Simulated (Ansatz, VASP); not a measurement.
# BC214 in two plane-wave programs

One calculation is typed for both programs; each brings its own data sets. How far apart do they land? The cell is taken from a series of runs on this material, whose earlier steps may have relaxed, scaled, displaced or heated it; both programs get it as it stands.

Program: Ansatz 0.2.0. Level of theory: plane waves, with VASP 6.6.1 beside it; LDA. Results are calculated unless marked as measured.

**1. Starting point**

The cell holds 215 atoms: 214 C and 1 B. Its edges and angles: a = 10.595 Å, b = 10.595 Å, c = 10.595 Å, α = 90.0°, β = 90.0°, γ = 90.0°. It derives from C (C (Fd-3m)). Nearest the centre at fractional (0.375, 0.375, 0.375): B215 at 0.77 Å, C16 at 1.93 Å, C78 at 1.93 Å, C31 at 1.94 Å, C105 at 1.99 Å, C106 at 2.01 Å, C107 at 2.01 Å, C39 at 2.60 Å.

**2. Ansatz: single point, LDA**

Ansatz runs on norm-conserving files, of PseudoDojo where its log says so.

A single point takes one fixed geometry, so differences don't come from the geometry; what else differs is listed under the comparison.

The input, input.yaml:

```yaml
crystal:
  lattice:
    - [10.5951881, 0.0, 0.0]
    - [0.0, 10.5951881, 0.0]
    - [0.0, 0.0, 10.5951881]
  atoms:
    - { symbol: C, position: [0.00042048918, 0.00049022586, 5.876162e-05] }
    - { symbol: C, position: [0.00074391736, 0.16736567721, 0.16693813975] }
    - { symbol: C, position: [0.16726075297, 0.00084893988, 0.16689734678] }
    - { symbol: C, position: [0.16726237991, 0.1673268401, 0.00041890149] }
    - { symbol: C, position: [0.08388783321, 0.0839808363, 0.08355107005] }
    - { symbol: C, position: [0.08442339508, 0.25091087537, 0.25048304924] }
    - { symbol: C, position: [0.25084213156, 0.08445320631, 0.25048885353] }
    - { symbol: C, position: [0.25084351717, 0.25091731725, 0.08402400973] }
    - { symbol: C, position: [0.00035374255, 0.00044285333, 0.33337167176] }
    - { symbol: C, position: [0.00014366741, 0.1669797343, 0.50015277678] }
    - { symbol: C, position: [0.16692609594, 0.00016165646, 0.50016590347] }
    - { symbol: C, position: [0.1675499378, 0.16755853451, 0.33427345626] }
    - { symbol: C, position: [0.08368283954, 0.08371989167, 0.41684755225] }
    - { symbol: C, position: [0.08290642704, 0.25041059971, 0.58402055178] }
    - { symbol: C, position: [0.25038612941, 0.0828149369, 0.58408526621] }
    - { symbol: C, position: [0.25035334502, 0.25016329135, 0.42110386593] }
    - { symbol: C, position: [0.00022599245, 0.00022958852, 0.66667201623] }
    - { symbol: C, position: [0.00032620282, 0.1669630045, 0.8334721835] }
    - { symbol: C, position: [0.16692216823, 0.00034510966, 0.83345694441] }
    - { symbol: C, position: [0.16680572044, 0.16678865229, 0.66689158368] }
    - { symbol: C, position: [0.08355444479, 0.08356025565, 0.75015278855] }
    - { symbol: C, position: [0.08374208729, 0.2503846002, 0.91684614064] }
    - { symbol: C, position: [0.25032781146, 0.08378185828, 0.91686201757] }
    - { symbol: C, position: [0.25025540672, 0.25021810883, 0.74993967747] }
    - { symbol: C, position: [0.00035532082, 0.33380030718, 1.297735e-05] }
    - { symbol: C, position: [0.0001435946, 0.50058343722, 0.1665487704] }
    - { symbol: C, position: [0.16755116333, 0.33470099894, 0.16713025861] }
    - { symbol: C, position: [0.16692751267, 0.5005954738, -0.00027000444] }
    - { symbol: C, position: [0.08368458635, 0.41727687625, 0.08329034138] }
    - { symbol: C, position: [0.08290576005, 0.58445222716, 0.24997880197] }
    - { symbol: C, position: [0.25035224207, 0.4215357837, 0.24973231315] }
    - { symbol: C, position: [0.25038764248, 0.58451749896, 0.08238209331] }
    - { symbol: C, position: [0.00044138224, 0.33383254698, 0.33340293762] }
    - { symbol: C, position: [6.762403e-05, 0.50017784968, 0.49974678527] }
    - { symbol: C, position: [0.16608069641, 0.33316991122, 0.50112902935] }
    - { symbol: C, position: [0.16607865042, 0.50156098258, 0.33273876519] }
    - { symbol: C, position: [0.08375852394, 0.41704563596, 0.41661487551] }
    - { symbol: C, position: [0.08342973284, 0.58350920791, 0.58307730151] }
    - { symbol: C, position: [0.25059387139, 0.41639904642, 0.58238382173] }
    - { symbol: C, position: [0.25058764581, 0.58282334474, 0.41596962588] }
    - { symbol: C, position: [-0.00024835102, 0.33349204332, 0.66693962796] }
    - { symbol: C, position: [2.356735e-05, 0.50037710634, 0.83317189359] }
    - { symbol: C, position: [0.16692730993, 0.33361362141, 0.83335854226] }
    - { symbol: C, position: [0.16628503931, 0.50044862372, 0.66709060235] }
    - { symbol: C, position: [0.08330896459, 0.41678631231, 0.75006047818] }
    - { symbol: C, position: [0.08345904606, 0.58370054609, 0.91639650751] }
    - { symbol: C, position: [0.2502637781, 0.41701392904, 0.91656890488] }
    - { symbol: C, position: [0.2500968098, 0.58346370744, 0.74972257945] }
    - { symbol: C, position: [0.00022566398, 0.66710461057, -0.00020301548] }
    - { symbol: C, position: [0.00032511825, 0.83390500797, 0.16653255705] }
    - { symbol: C, position: [0.16680579434, 0.66732377014, 0.16635653491] }
    - { symbol: C, position: [0.16692268583, 0.83388993821, -8.822968e-05] }
    - { symbol: C, position: [0.08355397421, 0.7505853513, 0.08312818273] }
    - { symbol: C, position: [0.08374042178, 0.91727804431, 0.2499556644] }
    - { symbol: C, position: [0.25025404553, 0.75037432316, 0.24978715231] }
    - { symbol: C, position: [0.25032737069, 0.91729376172, 0.08335095687] }
    - { symbol: C, position: [-0.00024986693, 0.66737217312, 0.33306193693] }
    - { symbol: C, position: [2.189345e-05, 0.83360499762, 0.49994667619] }
    - { symbol: C, position: [0.1662807251, 0.66752684473, 0.50001740189] }
    - { symbol: C, position: [0.16692472928, 0.83379203083, 0.33318422386] }
    - { symbol: C, position: [0.08330601118, 0.75049404622, 0.41635653622] }
    - { symbol: C, position: [0.08345839545, 0.91682886628, 0.58326940286] }
    - { symbol: C, position: [0.2500951768, 0.75015674317, 0.58303240934] }
[... 31 lines left out ...]
    - { symbol: C, position: [0.41697252995, 0.25028865266, 0.91663769056] }
    - { symbol: C, position: [0.58370974918, 0.08345265616, 0.91654886271] }
    - { symbol: C, position: [0.58354482325, 0.24988740704, 0.75002739434] }
    - { symbol: C, position: [0.33378826934, 0.33384139513, 8.502372e-05] }
    - { symbol: C, position: [0.33326646527, 0.50177216716, 0.16548241333] }
    - { symbol: C, position: [0.50149726508, 0.33343217111, 0.16570432435] }
    - { symbol: C, position: [0.50021069005, 0.50028350582, -0.00037456646] }
    - { symbol: C, position: [0.41700675816, 0.41715897938, 0.08324235527] }
    - { symbol: C, position: [0.41699472892, 0.58391865885, 0.2489383183] }
    - { symbol: C, position: [0.5827685748, 0.41701041003, 0.24968465009] }
    - { symbol: C, position: [0.5835910522, 0.58378852558, 0.08273383973] }
    - { symbol: B, position: [0.33314515847, 0.33353507833, 0.3331017334] }
    - { symbol: C, position: [0.32756504327, 0.50379723166, 0.50335388783] }
    - { symbol: C, position: [0.50374671161, 0.32604695668, 0.50517043085] }
    - { symbol: C, position: [0.50373975286, 0.50560751188, 0.32562416163] }
    - { symbol: C, position: [0.41634749545, 0.58141700711, 0.58098220523] }
    - { symbol: C, position: [0.58155490502, 0.41572364021, 0.58152718999] }
    - { symbol: C, position: [0.58155357592, 0.58196107115, 0.41529561174] }
    - { symbol: C, position: [0.33366823349, 0.33333492855, 0.66648384635] }
    - { symbol: C, position: [0.33352390295, 0.50015655284, 0.83306997279] }
    - { symbol: C, position: [0.50019462229, 0.33347179389, 0.83315652064] }
    - { symbol: C, position: [0.4995200292, 0.49933812217, 0.66565701896] }
    - { symbol: C, position: [0.41669168073, 0.41662508875, 0.74951019925] }
    - { symbol: C, position: [0.41684561275, 0.58363741398, 0.91620241543] }
    - { symbol: C, position: [0.58358820924, 0.41688679735, 0.91627066633] }
    - { symbol: C, position: [0.58309292193, 0.58308225615, 0.74909585701] }
    - { symbol: C, position: [0.33348023579, 0.66747801145, -0.00074769259] }
    - { symbol: C, position: [0.33361839223, 0.83388025182, 0.1664387692] }
    - { symbol: C, position: [0.50032084035, 0.66818515452, 0.165211001] }
    - { symbol: C, position: [0.50033681158, 0.83383288579, -0.00054037426] }
    - { symbol: C, position: [0.41688534009, 0.75091239709, 0.08250283279] }
    - { symbol: C, position: [0.41697270733, 0.91706962272, 0.24985869851] }
    - { symbol: C, position: [0.58354406725, 0.75046006929, 0.24945713814] }
    - { symbol: C, position: [0.58370918372, 0.91698064546, 0.08302134344] }
    - { symbol: C, position: [0.33366539176, 0.66692129156, 0.33290446373] }
    - { symbol: C, position: [0.33352323774, 0.83350339452, 0.49972628225] }
    - { symbol: C, position: [0.4995213215, 0.66609407935, 0.49890755857] }
    - { symbol: C, position: [0.50019541925, 0.83358974349, 0.33304166793] }
    - { symbol: C, position: [0.4166913904, 0.74994497823, 0.416194876] }
    - { symbol: C, position: [0.41684556711, 0.91663539162, 0.58320663266] }
    - { symbol: C, position: [0.58309445209, 0.74953088463, 0.58265151613] }
    - { symbol: C, position: [0.583589036, 0.91670304702, 0.41645677068] }
    - { symbol: C, position: [0.33308659287, 0.6669044123, 0.6664701911] }
    - { symbol: C, position: [0.33344474092, 0.8335613823, 0.83312785342] }
    - { symbol: C, position: [0.50012599047, 0.66665727051, 0.83274622924] }
    - { symbol: C, position: [0.50012622535, 0.83318003184, 0.66622646718] }
    - { symbol: C, position: [0.41685234984, 0.74996569092, 0.74953266557] }
    - { symbol: C, position: [0.41697405804, 0.91690681723, 0.91647515863] }
    - { symbol: C, position: [0.58353331216, 0.75016846442, 0.91613850305] }
    - { symbol: C, position: [0.58353380032, 0.91657087039, 0.74973700148] }
    - { symbol: C, position: [0.66707589848, 0.00031252439, -0.00011958954] }
    - { symbol: C, position: [0.6671628466, 0.16693946666, 0.16650910323] }
    - { symbol: C, position: [0.83382808829, 0.00044507515, 0.16657624057] }
    - { symbol: C, position: [0.83382906233, 0.16700525588, 1.403552e-05] }
    - { symbol: C, position: [0.75052078716, 0.0836543858, 0.08322392884] }
    - { symbol: C, position: [0.75003625249, 0.25043065182, 0.25000220774] }
    - { symbol: C, position: [0.91716691682, 0.08386401483, 0.24999853763] }
    - { symbol: C, position: [0.91716728626, 0.25042683779, 0.08343507212] }
    - { symbol: C, position: [0.66736760087, -0.00016589448, 0.33313246838] }
    - { symbol: C, position: [0.66751053544, 0.16609031213, 0.50012170488] }
    - { symbol: C, position: [0.83368312049, -4.46072e-06, 0.49998066857] }
    - { symbol: C, position: [0.83361785715, 0.1670350413, 0.333290016] }
    - { symbol: C, position: [0.75056860729, 0.08319911966, 0.41650236666] }
    - { symbol: C, position: [0.75019622385, 0.25000962637, 0.58318875103] }
    - { symbol: C, position: [0.91688042529, 0.08346971119, 0.58330457406] }
    - { symbol: C, position: [0.91692359839, 0.25034097317, 0.41661409295] }
    - { symbol: C, position: [0.66694626314, -0.00013739935, 0.66657537768] }
    - { symbol: C, position: [0.6670882279, 0.16674521954, 0.83335813929] }
    - { symbol: C, position: [0.83363986687, 0.00021529602, 0.8332603772] }
    - { symbol: C, position: [0.83362235296, 0.16676856239, 0.66669484284] }
    - { symbol: C, position: [0.75023937119, 0.0834288717, 0.74986050717] }
    - { symbol: C, position: [0.75054220551, 0.25022541725, 0.91642570657] }
    - { symbol: C, position: [0.91704313278, 0.08363947257, 0.9166780279] }
    - { symbol: C, position: [0.91677425835, 0.25021735411, 0.75013413262] }
    - { symbol: C, position: [0.66736732918, 0.3335623701, -0.0005972041] }
    - { symbol: C, position: [0.66750786888, 0.50055370738, 0.1656633143] }
    - { symbol: C, position: [0.83361690142, 0.33371846699, 0.16660575028] }
    - { symbol: C, position: [0.83368128291, 0.50041049639, -0.00043520821] }
    - { symbol: C, position: [0.75056600972, 0.41693070091, 0.08277127083] }
    - { symbol: C, position: [0.75019456356, 0.58362041954, 0.2495792115] }
    - { symbol: C, position: [0.9169232671, 0.41704395009, 0.24991054238] }
    - { symbol: C, position: [0.91687957861, 0.5837352966, 0.08303811285] }
    - { symbol: C, position: [0.66618809034, 0.33378684702, 0.33335958803] }
    - { symbol: C, position: [0.66554481222, 0.49932287258, 0.49889037312] }
    - { symbol: C, position: [0.83333515187, 0.33353133127, 0.49976930286] }
    - { symbol: C, position: [0.83333458001, 0.50020073896, 0.33310047625] }
    - { symbol: C, position: [0.74962326197, 0.41672454869, 0.41629265947] }
    - { symbol: C, position: [0.74931867108, 0.58301401892, 0.58258168541] }
    - { symbol: C, position: [0.91662155292, 0.4168513392, 0.58314783335] }
    - { symbol: C, position: [0.91662084746, 0.58358022293, 0.41642022567] }
    - { symbol: C, position: [0.6669867303, 0.33308993617, 0.66678755365] }
    - { symbol: C, position: [0.66667465608, 0.50010790475, 0.83279181532] }
    - { symbol: C, position: [0.83361414771, 0.3334938717, 0.83322880632] }
    - { symbol: C, position: [0.83310309208, 0.50007446703, 0.66617695981] }
    - { symbol: C, position: [0.75007712783, 0.41675313529, 0.74972310979] }
    - { symbol: C, position: [0.75012962486, 0.58355050034, 0.91615984488] }
    - { symbol: C, position: [0.91694049881, 0.41694716464, 0.91646972446] }
    - { symbol: C, position: [0.91660815416, 0.58348093089, 0.74960262486] }
    - { symbol: C, position: [0.66694450494, 0.66700698656, -0.00056831193] }
    - { symbol: C, position: [0.66708729337, 0.83379104943, 0.16631382691] }
    - { symbol: C, position: [0.83362110649, 0.66712704435, 0.16633755631] }
    - { symbol: C, position: [0.83363912115, 0.83369350053, -0.00021642221] }
    - { symbol: C, position: [0.75023790433, 0.75029261378, 0.08299792175] }
    - { symbol: C, position: [0.75054123838, 0.91685668795, 0.24979598501] }
    - { symbol: C, position: [0.91677268669, 0.75056652461, 0.24978750738] }
    - { symbol: C, position: [0.91704236103, 0.91711032944, 0.08320929375] }
    - { symbol: C, position: [0.66698664793, 0.66722142592, 0.33265705639] }
    - { symbol: C, position: [0.66667633654, 0.83322595066, 0.49967784311] }
    - { symbol: C, position: [0.83310303333, 0.66660975296, 0.4996436836] }
    - { symbol: C, position: [0.83361311581, 0.83366071548, 0.33306450588] }
    - { symbol: C, position: [0.7500764915, 0.75015527699, 0.41632319984] }
    - { symbol: C, position: [0.75013184388, 0.9165918394, 0.58312021759] }
    - { symbol: C, position: [0.91660807476, 0.7500352893, 0.58305037013] }
    - { symbol: C, position: [0.91693955047, 0.91690045745, 0.41651880676] }
    - { symbol: C, position: [0.66645122794, 0.66645596077, 0.6660238532] }
    - { symbol: C, position: [0.6668867702, 0.8334053533, 0.83297300637] }
    - { symbol: C, position: [0.83341216692, 0.66687175311, 0.83293754609] }
    - { symbol: C, position: [0.83341263593, 0.83337007813, 0.66643948778] }
    - { symbol: C, position: [0.75000678462, 0.74997281016, 0.74954035523] }
    - { symbol: C, position: [0.75027328436, 0.9168652109, 0.91643319902] }
    - { symbol: C, position: [0.91684227651, 0.75026449829, 0.91638991617] }
    - { symbol: C, position: [0.91684270241, 0.91682239966, 0.74983166057] }
  symmetry: { detect: false }
basis:
  xc_grid: 2
  ecutwfc: 820
hamiltonian:
  xc: lda
  pseudopotentials: { kind: nc }
kpoints:
  mp_grid: { grid: [1, 1, 1] }
magnetization:
  spin_polarized: true
  initial_magnetization: 1
  spin_locking: { lock_magnetization: hard }
scf:
  occupations: { method: fermi_dirac, width: 0.01 }
  max_iter: 120
  lower_state_search: "off"
  n_extra_bands: 109
  convergence: { dr2_threshold: "1.0e-12 eV" }
output:
  orbitals: { bands: [v30, c30], seedname: "../cc0.nc1" }
checkpoint:
  read: "../cc0.nc0.run"
  write: "../cc0.nc1.run"
  compress: false
  write_wavefunctions: false
  write_every: 100000
```

Command:

```console
ansatz run input.yaml --threads 12 --pin off --max-ram 56524MiB --backend cuda --events-out ev --progress --plain --runs-dir out
```

Log:

```text
Warning: basis.ecutwfc = 820 eV is below the records' recommended 1115.666836 eV, and the density's cutoff is lower with it unless basis.ecutrho_ratio is high enough to keep the records' density cutof [...]
Warning: the band count 539 (scf.n_extra_bands) hosts the net moment |M| = 1.0000 μB (N_el = 859) but caps the reachable moment at 2·n_bands − N_el = 219.0000 μB, below the 645 bands that the automati [...]
Warning: checkpoint.read: the run can stay near the saved state's solution: 215 site(s) moved relative to the saved geometry (max |Δs| = 1.833e-3 fractional); the SCF starts from the saved state under [...]
[...]
Engine: ansatz 0.2.0, aarch64-unknown-linux-gnu
[...]
Pseudopotential: C, nc, valence charge 4, recommended cutoff 1115.666836 eV (normal), C.nc.azcp (PseudoDojo's, or run here from an input of PseudoDojo's: the run reads no file of this project's for it [...]
Pseudopotential: B, nc, valence charge 3, recommended cutoff 1034.032677 eV (normal), B.nc.azcp (PseudoDojo's, or run here from an input of PseudoDojo's: the run reads no file of this project's for it [...]
[...]
preconditioner: auto → Resta (q_TF=auto, 2.584 Å⁻¹)  ε∞=4.9  [insulator: Δε(μ)=0.023 eV  Ē_g=15.993 eV  σ=0.010 eV  W_gap=0.52  n_scr=340 (ndim 8)  ℏωp=31.6 eV  f_vac=0.000  D(μ)=36.45/eV (n_scr^D=250 [...]
spin=Collinear: Resta preconditioning applied to the charge; magnetization (m = ρ↑ − ρ↓) channel mixes plain (no charge-response kernel on spin).
SCF iter   2: F=—  HF=-35189.622532 eV  |F-HF|=—  |Δ(HF+E_count)|=   1.92e-3  Δρ=8.77e-4 (↑8.77e-4 ↓6.89e-4)  dr2=3.20e-2  dr2_m=4.83e-4  M=1.000 μB ∫|m|=1.191 μB  β_m=0.27  ethr=9.34e-6  ⟨swp⟩=3.5  H [...]
SCF iter   3: F=—  HF=-35189.620240 eV  |F-HF|=—  |Δ(HF+E_count)|=   2.29e-3  Δρ=5.34e-4 (↑5.34e-4 ↓4.74e-4)  dr2=5.01e-3  dr2_m=8.53e-4  M=1.000 μB ∫|m|=1.149 μB  β_m=0.45  ethr=3.72e-6  ⟨swp⟩=2.5  H [...]
[...]
SCF 1 converged in 20 iterations: F = -35189.618942 eV  dr2 = 4.99e-13
SCF converged after 20 iterations
[...]
```

(Part 1 of 2 ends here.)

[Lines on the potential files, build, host, timing and source positions are cut from VASP's logs without a mark.]

[Logs are printed without paths, hosts, clocks, repeated set-up lines and the standing remarks that a program may print on its own settings, such as how far it seeks lower states.]

[Hosts, paths, dates, database ids (printed as entryN), source tags and the programs' standing remarks are cut or masked in the printed files.]
